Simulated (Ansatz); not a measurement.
# C5H12: vertical ionisation energy

One table from this session's results is given with a row withheld; the runs are named, their logs left out.

Program: Ansatz 0.2.0, Gaussian basis. Level of theory: unrestricted cation, the program's frozen cores in correlated methods. These are calculated values, not measurements.

Plan: UKS PBE-D4/def2-TZVPP; UKS r2SCAN-D4/def2-TZVPP; UKS PBE0-D4/def2-TZVPP; UKS B3LYP-D4/def2-TZVPP; UKS wB97X-V/def2-TZVPP; UKS wB97M-V/def2-TZVPP; UKS B2PLYP/def2-TZVPP; UHF-CCSD(T)/def2-TZVPP; UHF-MP2/def2-QZVPP; extrapolation to the limit; then −ε(HOMO) from the neutral's earlier runs with LDA (SPW92), PBE-D4, revPBE-D4, BLYP-D4, r2SCAN-D4, B97M-V, PBE0-D4, B3LYP-D4, r2SCANh-D4, r2SCAN0-D4, HSE06-D4, BHLYP-D4, CAM-B3LYP-D4, LC-ωPBE, ωB97X-V, ωB97M-V.

## The relaxed structure

The geometry comes from an earlier relaxation with PBE0-D4 in a triple-zeta def2 set; it is a stationary point, not always the lowest conformer.

SMILES `CCC(C)C`, 17 atoms, charge 0, spin multiplicity 1.

Atoms are counted from 1 here; the program's logs count them from 0.

Bond lengths: C1–C2 1.519 Å, C1–H6 1.092 Å, C1–H7 1.092 Å, C1–H8 1.094 Å, C2–C3 1.527 Å, C2–H9 1.098 Å, C2–H10 1.096 Å, C3–C4 1.522 Å, C3–C5 1.522 Å, C3–H11 1.099 Å, C4–H12 1.093 Å, C4–H13 1.095 Å, C4–H14 1.093 Å, C5–H15 1.092 Å, C5–H16 1.095 Å, C5–H17 1.093 Å. Angles: C2–C1–H6 112.0°, C2–C1–H7 111.1°, C2–C1–H8 111.0°, H6–C1–H7 107.3°, H6–C1–H8 107.6°, H7–C1–H8 107.6°, C1–C2–C3 114.7°, C1–C2–H9 109.7°, C1–C2–H10 109.1°, C3–C2–H9 108.6°, C3–C2–H10 108.4°, H9–C2–H10 105.9°, C2–C3–C4 110.4°, C2–C3–C5 112.3°, C2–C3–H11 107.5°, C4–C3–C5 110.5°, C4–C3–H11 108.0°, C5–C3–H11 108.0° and more.

As a file:

```
C    -0.07902    1.48384   -1.44941
C     0.67554    0.40104   -0.69681
C    -0.20611   -0.54591    0.11417
C     0.62651   -1.67846    0.69681
C    -0.96733    0.17723    1.21630
H    -0.59168    2.17075   -0.77244
H     0.59836    2.07955   -2.06557
H    -0.83256    1.04853   -2.11257
H     1.40866    0.86167   -0.02216
H     1.25592   -0.19363   -1.41132
H    -0.94147   -0.98440   -0.57474
H     0.00468   -2.38779    1.24901
H     1.37827   -1.28754    1.39030
H     1.15291   -2.23050   -0.08629
H    -1.63101    0.94867    0.82089
H    -0.27154    0.65826    1.91203
H    -1.58012   -0.52130    1.79180
```

Set-up of the first run:

Contents of in.yaml:

```yaml
crystal:
  periodic: [false, false, false]
  atoms:
    - {symbol: C, position_ang: [-0.079025, 1.483842, -1.449410]}
    - {symbol: C, position_ang: [0.675537, 0.401039, -0.696813]}
    - {symbol: C, position_ang: [-0.206114, -0.545912, 0.114168]}
    - {symbol: C, position_ang: [0.626514, -1.678463, 0.696812]}
    - {symbol: C, position_ang: [-0.967333, 0.177234, 1.216303]}
    - {symbol: H, position_ang: [-0.591683, 2.170753, -0.772443]}
    - {symbol: H, position_ang: [0.598361, 2.079546, -2.065575]}
    - {symbol: H, position_ang: [-0.832557, 1.048534, -2.112572]}
    - {symbol: H, position_ang: [1.408659, 0.861666, -0.022161]}
    - {symbol: H, position_ang: [1.255917, -0.193633, -1.411319]}
    - {symbol: H, position_ang: [-0.941474, -0.984397, -0.574737]}
    - {symbol: H, position_ang: [0.004682, -2.387792, 1.249013]}
    - {symbol: H, position_ang: [1.378275, -1.287545, 1.390301]}
    - {symbol: H, position_ang: [1.152905, -2.230497, -0.086289]}
    - {symbol: H, position_ang: [-1.631012, 0.948667, 0.820886]}
    - {symbol: H, position_ang: [-0.271540, 0.658257, 1.912026]}
    - {symbol: H, position_ang: [-1.580116, -0.521301, 1.791801]}
basis:
  gaussian: {orbitals: def2-TZVPP}
total_charge: 1
magnetization: {spin_polarized: true, initial_magnetization: 1}
hamiltonian: {xc: pbe, dispersion: d4}
```

Command:

```
$ ansatz run in.yaml --threads 2 --pin off --events-out ev --progress --plain --max-ram 32768MiB --backend cuda --devices 0, --max-vram 18GiB
```

Among the steps run: Cation, UKS PBE-D4/def2-TZVPP; Cation, UKS r2SCAN-D4/def2-TZVPP; Cation, UKS PBE0-D4/def2-TZVPP; Cation, UKS B3LYP-D4/def2-TZVPP; Cation, UKS wB97X-V/def2-TZVPP; Cation, UKS wB97M-V/def2-TZVPP; Cation, UKS B2PLYP (frozen core)/def2-TZVPP; Cation, UHF-CCSD(T)/def2-TZVPP; Cation, UHF-MP2/def2-QZVPP.

One table of the session follows, with a row left open; its other results are not shown here.

It belongs to the step «Ionisation energies side by side». For comparison, −ε(HOMO) of the neutral from earlier runs:

| functional | −ε(HOMO) (eV) |
| --- | --- |
| LDA (SPW92) | 7.47 |
| PBE-D4 | 7.42 |
| revPBE-D4 | 7.39 |
| BLYP-D4 | 7.36 |
| r2SCAN-D4 | 7.70 |
| B97M-V | ? |
| PBE0-D4 | 8.78 |
| B3LYP-D4 | 8.60 |
| r2SCANh-D4 | 8.20 |
| r2SCAN0-D4 | 8.96 |
| HSE06-D4 | 8.38 |
| BHLYP-D4 | 10.11 |
| CAM-B3LYP-D4 | 10.22 |
| LC-ωPBE | 11.54 |
| ωB97X-V | 11.22 |
| ωB97M-V | 11.09 |

Estimate the missing values for B97M-V.

**Answer.** −ε(HOMO) (eV): 7.86. In the column «−ε(HOMO) (eV)» it lies between r2SCAN-D4 (7.70) and r2SCANh-D4 (8.20).

Caveats from the session: The cation may have settled in a state other than its lowest; no search over hole states beyond the program's own was made.
